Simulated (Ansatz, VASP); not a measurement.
**One calculation of HgTe, two programs**

```
CELL_PARAMETERS angstrom
0.00000 2.92150 2.92150
2.92150 0.00000 2.92150
2.92150 2.92150 0.00000
ATOMIC_POSITIONS crystal
Hg 0.00000 0.00000 0.00000
Te 0.50000 0.50000 0.50000
```

Alike in both runs: task electric field gradients; functional PBE; k mesh 12 × 12 × 12; occupations fermi-dirac, width 0.08 eV; no spin polarisation.

```csv
,VASP,Ansatz
version,VASP 6.6.1,Ansatz 0.2.0
potentials or method,"VASP PAW PBE potentials, release 64 (Hg, Te)","PAW with Ansatz's default frozen-core files, scalar-relativistic"
plane-wave cutoff (eV),520,420
valence electrons in the cell,18,36
```

|  | VASP | Ansatz | Ansatz less VASP |
| --- | --- | --- | --- |
| pressure (GPa) | 10.7 | 10.5 | -0.24 |
| Vzz of the field gradient on the site that differs most (V/Å²) | 0.0 | 0.0 | 0.00 |

The two sets of potentials don't hold the same shells in valence. Ansatz warned: «gradients_without_spin_orbit».

The runs have no spin-orbit coupling, so splittings on Hg, Te are missing.
